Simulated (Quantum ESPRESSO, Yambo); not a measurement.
# BP (F-43m): G0W0 with Yambo, start to end, part 2 of 3

How does a plane-wave GW calculation on BP (F-43m) run from the first input to the gap?

Quantum ESPRESSO 7.5 and Yambo 5.3.0; PBE and many-body steps on it, plane waves. Known limits of the many-body steps: not at the basis limit; coarse k mesh.

So far. Step 2 (Ground state): The gap is indirect, with the least direct gap 2.13 eV higher. Step 3 (Bands along the symmetry lines): The gap is 1.260 eV, −0.021 eV from the run before at this level.

## 4. Empty states on the mesh, 4×4×4 mesh, 101 bands

Level of this step: DFT, PBE, plane waves, norm-conserving pseudopotentials (Quantum ESPRESSO).

The sums over transitions need many empty states on a uniform mesh; this step solves for them.

Contents of pw.in:

```
&control
  calculation = 'nscf'
  prefix = 'x'
  outdir = 'o'
  pseudo_dir = 'pseudo'
/
&system
  ibrav = 0
  nat = 2
  ntyp = 2
  ecutwfc = 68.0
  nbnd = 101
  force_symmorphic = .true.
/
&electrons
  conv_thr = 1e-9
  electron_maxstep = 80
  diago_full_acc = .true.
  diago_thr_init = 5e-6
/
ATOMIC_SPECIES
  B 10.81 B.upf
  P 30.974 P.upf
CELL_PARAMETERS angstrom
  0.0000000000 2.2690000000 2.2690000000
  2.2690000000 0.0000000000 2.2690000000
  2.2690000000 2.2690000000 0.0000000000
ATOMIC_POSITIONS crystal
  B 0.0000000000 0.0000000000 0.0000000000
  P 0.2500000000 0.2500000000 0.2500000000
K_POINTS automatic
  4 4 4 0 0 0
```

The run is started by

```
$ OMP_NUM_THREADS=1 mpirun -n 4 pw.x -nk 4 -in pw.in > pw.out
```

Output:

```text
[banner, memory and clock lines left out]
Program PWSCF v.7.5 starts

     Atomic positions and unit cell read from directory:
     o/x.save/

     Message from routine setup:
     using ibrav=0 with symmetry is DISCOURAGED, use correct ibrav instead

     G-vector sticks info

     bravais-lattice index     =            0
     lattice parameter (alat)  =       6.0638  a.u.
     unit-cell volume          =     157.6631 (a.u.)^3
     number of atoms/cell      =            2
     number of atomic types    =            2
     number of electrons       =         8.00
     number of Kohn-Sham states=          101
     kinetic-energy cutoff     =      68.0000  Ry
     charge density cutoff     =     272.0000  Ry
     Exchange-correlation= PBE
                           (   1   4   3   4   0   0   0)

     celldm(1)=   6.063849  celldm(2)=   0.000000  celldm(3)=   0.000000
     celldm(4)=   0.000000  celldm(5)=   0.000000  celldm(6)=   0.000000

     crystal axes: (cart. coord. in units of alat)
               a(1) = (   0.000000   0.707107   0.707107 )
               a(2) = (   0.707107   0.000000   0.707107 )
               a(3) = (   0.707107   0.707107   0.000000 )

     reciprocal axes: (cart. coord. in units 2 pi/alat)
               b(1) = ( -0.707107  0.707107  0.707107 )
               b(2) = (  0.707107 -0.707107  0.707107 )
               b(3) = (  0.707107  0.707107 -0.707107 )
     Pseudo is Norm-conserving + core correction, Zval =  3.0
     Generated using ONCVPSP code by D. R. Hamann
     Using radial grid of 1534 points,  4 beta functions with:
     Pseudo is Norm-conserving + core correction, Zval =  5.0
     Generated using ONCVPSP code by D. R. Hamann
     Using radial grid of 1298 points,  6 beta functions with:
     B                 3.00    10.81000     B ( 1.00)
     P                 5.00    30.97400     P ( 1.00)

     24 Sym. Ops. (no inversion) found

   Cartesian axes

     site n.     atom                  positions (alat units)
         1        B      tau(   1) = (   0.0000000   0.0000000   0.0000000  )
         2        P      tau(   2) = (   0.3535534   0.3535534   0.3535534  )

     number of k points=     8
                       cart. coord. in units 2pi/alat
        k(    1) = (   0.0000000   0.0000000   0.0000000), wk =   0.0312500
        k(    2) = (   0.1767767   0.1767767  -0.1767767), wk =   0.2500000
        k(    3) = (  -0.3535534  -0.3535534   0.3535534), wk =   0.1250000
[...]
k(    7) = (  -0.7071068   0.0000000   0.0000000), wk =   0.0937500
        k(    8) = (  -0.7071068   0.3535534   0.0000000), wk =   0.1875000

     Dense  grid:    11935 G-vectors     FFT dimensions: (  32,  32,  32)

     The potential is recalculated from file :
     o/x.save/charge-density

     Starting wfcs are    8 randomized atomic wfcs +   93 random wfcs

     Band Structure Calculation

     End of band structure calculation

          k = 0.0000 0.0000 0.0000 (  1459 PWs)   bands (ev):

    -6.2179   9.2413   9.2413   9.2413  12.6481  12.6481  12.6481  16.5991
    20.7643  21.2875  21.2875  24.9388  24.9388  24.9388  30.7704  39.5763
    39.5763  39.5763  45.8945  45.8945  45.8945  46.8009  46.8009  52.2709
[...]
140.1940 140.1940 140.1940 140.9616 140.9616

          k = 0.1768 0.1768-0.1768 (  1477 PWs)   bands (ev):

[...]
139.2495 141.7046 141.8155 141.8155 145.1109

          k =-0.3536-0.3536 0.3536 (  1476 PWs)   bands (ev):

[...]
122.8507 126.9860 130.0111 130.6490 130.6490 131.2919 131.2919 132.7419
   133.4946 133.4946 133.7494 137.6891 137.6891 139.6389 140.7021 141.1333
   141.1333 143.3674 143.3674 143.4655 144.1074

          k = 0.3536 0.0000 0.0000 (  1491 PWs)   bands (ev):

     [... further k-points ...]

     highest occupied, lowest unoccupied level (ev):     9.2413   10.5886

     XML data file, pseudopotentials, collected wavefunctions
```

Elapsed: 2.7 s, on 4 MPI ranks of Arm Neoverse V1, shared host; peak memory 0.23 GiB; 11 s of CPU time.

Numbers from this step:

| Quantity | Value |
| --- | --- |
| gap | 1.347 eV |
| k of the valence top | 0, 0, 0 |
| k of the conduction bottom | 0, -0.5, -0.5 |
| least direct gap | 3.407 eV |
| k points computed | 8 |
| lowest point of the top converged band, above the valence top | 131.7203 eV |

On this mesh the gap is 1.347 eV. The earlier step found 1.281 eV, so this mesh misses an edge.

## 5. Conversion and set-up

This step: Yambo 5.3.0; conversion and set-up on PBE, plane waves, norm-conserving pseudopotentials.

The states are converted to the many-body program's format and the q mesh is built.

The run is started by

```
$ (cd o/x.save; p2y > p2y.log; mv SAVE ../..); yambo > setup.log
```

Output:

```text
 Yambo, version 5.3.0

 [02] CORE Variables Setup
 =========================

  [02.01] Unit cells
  ==================

  Cell kind             :  FCC
  Atoms in the cell     :  B  P
  number of B  atoms    :  1
  number of P  atoms    :  1

  List of atomic masses
  Mass of B     :  10.81000
  Mass of P     :  30.97400

  List of atomic coordinates    : [cc]
  B1       :  0.000000  0.000000  0.000000  order 1
  P1       :  2.143894  2.143894  2.143894  order 2

  Alat factors          :  4.287789  4.287789  4.287789 [a.u.]
  Direct lattice volume :  157.6631 [a.u.]
  Direct lattice vectors:  A[ 1 ]  A[ 2 ]  A[ 3 ]
   A[ 1 ]:  0.000000  1.000000  1.000000  [iru]
   0.000000  4.287789  4.287789  [cc]
   A[ 2 ]:  1.000000  0.000000  1.000000  [iru]
   4.287789  0.000000  4.287789  [cc]
   A[ 3 ]:  1.000000  1.000000  0.000000  [iru]
   4.287789  4.287789  0.000000  [cc]

  Recip. lattice volume :  1.573293 [a.u.]
  Recip. lattice vectors:  B[ 1 ]  B[ 2 ]  B[ 3 ]
   B[ 1 ]: -0.500000  0.500000  0.500000  [iku]
  -0.732684  0.732684  0.732684  [cc]
   B[ 2 ]:  0.500000 -0.500000  0.500000  [iku]
   0.732684 -0.732684  0.732684  [cc]
   B[ 3 ]:  0.500000  0.500000 -0.500000  [iku]
   0.732684  0.732684 -0.732684  [cc]

  [02.02] Symmetries
  ==================

  Inversion symmetry    : yes
  Spatial inversion     : no
  Inversion index       :  25
  K-space Time-reversal : yes
  Magnetic symmetries   : no
  Time-reversal derived K-space symmetries:   25   48
  Group table correct   : yes
  Symmetries units      :  [cc]

   [S  1]:   1.0000     -0.18269E-17 -0.18269E-17 -0.18269E-17   1.0000      0.18269E-17  0.18269E-17  0.18269E-17   1.0000
   [S  2]:  -1.0000      0.18269E-17 -0.18269E-17  0.18269E-17  -1.0000      0.18269E-17 -0.18269E-17 -0.18269E-17   1.0000
   [S  3]:  -1.0000     -0.18269E-17  0.18269E-17  0.18269E-17   1.0000     -0.18269E-17 -0.18269E-17  0.18269E-17  -1.0000
[...]
[S  9]: -0.18269E-17   1.0000     -0.18269E-17  0.18269E-17 -0.18269E-17   1.0000       1.0000      0.18269E-17  0.18269E-17
   [S 10]: -0.18269E-17  -1.0000      0.18269E-17  0.18269E-17  0.18269E-17  -1.0000       1.0000     -0.18269E-17 -0.18269E-17
     [... 36 further rows ...]
   [S*47]:   1.0000     -0.18269E-17  0.18269E-17 -0.18269E-17  0.18269E-17  -1.0000      0.18269E-17   1.0000     -0.18269E-17
   [S*48]:   1.0000      0.18269E-17 -0.18269E-17 -0.18269E-17 -0.18269E-17   1.0000      0.18269E-17  -1.0000      0.18269E-17

  [02.03] Reciprocal space
  ========================

  nG shells         :  170
  nG charge         :  11935
  nG WFs            :  1909
  nC WFs            :  1524
  G-vecs. in first 17 shells:  [ Number ]
     1    9   15   27   51   59   65   89  113
    137   169   181   229   259   283   307   331
  ...
  Shell energy in first 17 shells:  [ mHa ]
[...]
K_min[ 3 ] : -0.25000     -0.10617E-17  0.34636E-17 [rlu]
  Grid dimensions      :   4   4   4
  K lattice UC volume  :  0.024583 [a.u.]

  IBZ K-points                                      :   8
  BZ  K-points                                      :   64

  K/Q-points units:
  rlu = crystal or reduced units; cc = cartesian coordinates; iku = interal k-units

  K [1]          [rlu]:  0.000000  0.000000  0.000000
         WF components:  1459
  K [2]          [rlu]: -0.98763E-17  0.40015E-17  0.25000
         WF components:  1477
  K [3]          [rlu]:  0.19753E-16 -0.80030E-17 -0.50000
         WF components:  1476
  K [4]          [rlu]: -0.90507E-17  0.25000      0.25000
         WF components:  1491
  K [5]          [rlu]: -0.15756E-16  0.25000     -0.50000
         WF components:  1491
  [... 2 further k-points ...]
  K [8]          [rlu]:  0.250000 -0.500000 -0.250000
         WF components:  1480

  [02.05] Energies & Occupations
  ==============================

  [X] === General ===
  [X] Electronic Temperature                        :  0.000000  0.000000 [eV K]
  [X] Bosonic    Temperature                        :  0.000000  0.000000 [eV K]
  [X] Finite Temperature mode                       : no
  [X] El. density                                   :  0.34242E+24 [cm-3]
  [X] Fermi Level                                   :  9.241273 [eV]

  [X] === Gaps and Widths ===
  [X] Conduction Band Min                           :  1.347324 [eV]
  [X] Valence Band Max                              :  0.000000 [eV]
  [X] Filled Bands                                  :   4
  [X] Empty Bands                                   :    5  101
  [X] Direct Gap                                    :  3.406803 [eV]
  [X] Direct Gap localized at k                     :  1
  [X] Indirect Gap                                  :  1.347324 [eV]
  [X] Indirect Gap between kpts                     :   1   7
  [X] Last valence band width                       :  5.466754 [eV]
  [X] 1st conduction band width                     :  3.986001 [eV]

  E @ K [1]:  [eV]
   -15.459     -0.11693E-09 -0.37342E-10   0.0000       3.4068       3.4068       3.4068       7.3579
  occ @ K [1]
[...]
E @ K [2]:  [eV]
[...]
occ @ K [2]
[...]
E @ K [3]:  [eV]
[...]
occ @ K [3]
[...]
E @ K [4]:  [eV]
[...]
occ @ K [4]
[...]
E @ K [5]:  [eV]
[...]
occ @ K [5]
[...]
[... 2 further k-points ...]
  E @ K [8]:  [eV]
  -10.33326  -8.05264  -5.66965  -5.46675   5.33332   6.77210   7.23369   7.44884
  occ @ K [8]
   2.000000  2.000000  2.000000  2.000000  0.000000  0.000000  0.000000  0.000000

 [03] Transferred momenta grid and indexing
 ==========================================

 IBZ Q-points                                      :   8
 BZ  Q-points                                      :   64

 K/Q-points units:
 rlu = crystal or reduced units; cc = cartesian coordinates; iku = interal k-units

 Q [1]          [rlu]:  0.000000  0.000000  0.000000
 Q [2]          [rlu]: -0.10617E-17 -0.10617E-17  0.25000
 Q [3]          [rlu]:  0.21235E-17  0.21235E-17 -0.50000
[...]
Q [7]          [rlu]:  0.18101E-16 -0.50000     -0.50000
 Q [8]          [rlu]:  0.250000 -0.500000 -0.250000

  [03.01] X indexes
  =================

   [03.01.01] Sigma indexes
   ========================

 [06] Game Over & Game summary
```

The job ended after 2 s (1 MPI rank; peak memory 0.23 GiB).

[end of part 2 of 3]

[Paths, hosts, dates, memory and timing lines, banners, echoed tables and standing remarks are left out of the program output.]

[Logs are printed without paths, hosts, clocks, repeated set-up lines and the standing remarks that a program may print on its own settings, such as how far it seeks lower states.]

[Runs of the session that timed out or met a known fault of the program may be left out.]

[Hosts, paths, dates, database ids (printed as entryN), source tags and the programs' standing remarks are cut or masked in the printed files.]
